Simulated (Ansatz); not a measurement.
**V: the crystal squeezed far**

The task here is to estimate one member of a computed series from the others.

Computed with Ansatz 0.2.0 (DFT PBE, with the methods named in each step, unless a step's input says otherwise).

### The system as given

The structure is tetragonal, space group I4_1/amd (No. 141). The conventional cell has a = 4.656 Å, b = 4.656 Å, c = 2.561 Å, α = 90.00°, β = 90.00°, γ = 90.00°. V (site symmetry -4m2) has 6 V at 2.41 to 2.56 Å in its first shell of neighbours.

As a file:

```xyz
2
Lattice="-2.3282 2.3282 1.2805 2.3282 -2.3282 1.2805 2.3282 2.3282 -1.2805" Properties=species:S:1:pos:R:3 pbc="T T T"
V     0.0000   -1.1641   -0.3201
V     0.0000    1.1641    0.3201
```

Whether this phase is the stable one at these pressures isn't tested.

Atoms are numbered in the order of the input: V1, V2.

Set-up of the first run:

input.yaml reads:

```yaml
crystal:
  lattice:
    - [-2.3282163273, 2.3282163273, 1.28051898]
    - [2.3282163273, -2.3282163273, 1.28051898]
    - [2.3282163273, 2.3282163273, -1.28051898]
  atoms:
    - { symbol: V, position: [-0.375, -0.125, -0.25] }
    - { symbol: V, position: [0.375, 0.125, 0.25] }
kpoints:
  mp_grid: { grid: [17, 17, 17] }
scf:
  occupations: { method: fermi_dirac, width: 0.05 }
hamiltonian:
  xc: pbe
  pseudopotentials: { kind: paw }
output:
  forces: true
  stress: true
  write_density: true
  write_potential: true
  elf: true
  volumetric_format: npy
relax:
  f_tol: 0.005
  max_steps: 40
  cell: {}
```

Started as:

```sh
$ ansatz run input.yaml --threads 1 --pin off --max-ram 2048MiB --backend cpu --events-out ev --progress --plain --runs-dir out
```

Among the steps run: Cell relaxed at zero pressure, PAW; Volume scaled by 1, PAW; Shape and atoms relaxed at 0.92 of the volume, PAW; Volume scaled by 0.92, PAW; Shape and atoms relaxed at 0.84 of the volume, PAW; Volume scaled by 0.84, PAW; Shape and atoms relaxed at 0.76 of the volume, PAW; Volume scaled by 0.76, PAW; Shape and atoms relaxed at 0.68 of the volume, PAW; Volume scaled by 0.68, PAW; Shape and atoms relaxed at 0.6 of the volume, PAW; Volume scaled by 0.6, PAW; Shape and atoms relaxed at 0.52 of the volume, PAW; Volume scaled by 0.52, PAW; Shape and atoms relaxed at 0.45 of the volume, PAW; Volume scaled by 0.45, PAW; Volume scaled by 0.45, PAW (core large).

One of the session's tables, all rows but one given; the rest of the session is left out.

 The rows PAW, 0.45 and PAW (core large), 0.45 agree to the last digit and may rest on the same set-up.

| method | volume over the first | volume (Å³/atom) | pressure (GPa) |
| --- | --- | --- | --- |
| PAW | 1 | 13.996 | 0.01 |
| PAW | 0.92 | ? | ? |
| PAW | 0.84 | 11.757 | 37.54 |
| PAW | 0.76 | 10.637 | 71.06 |
| PAW | 0.68 | 9.517 | 122.83 |
| PAW | 0.6 | 8.398 | 205.46 |
| PAW | 0.52 | 7.278 | 344.66 |
| PAW | 0.45 | 6.298 | 554.68 |
| PAW (core large) | 0.45 | 6.298 | 554.68 |

Estimate the missing values for PAW, 0.92.

**Answer.** volume (Å³/atom): 12.877; pressure (GPa): 15.11. In the column «volume (Å³/atom)» it lies between PAW, 0.84 (11.757) and PAW, 1 (13.996).

Limits of these values: At pressures up to 555 GPa the PAW spheres may overlap and frozen cores may not hold, so those PAW values are rough without an all-electron check. Warnings in the runs' records: datasets by core.
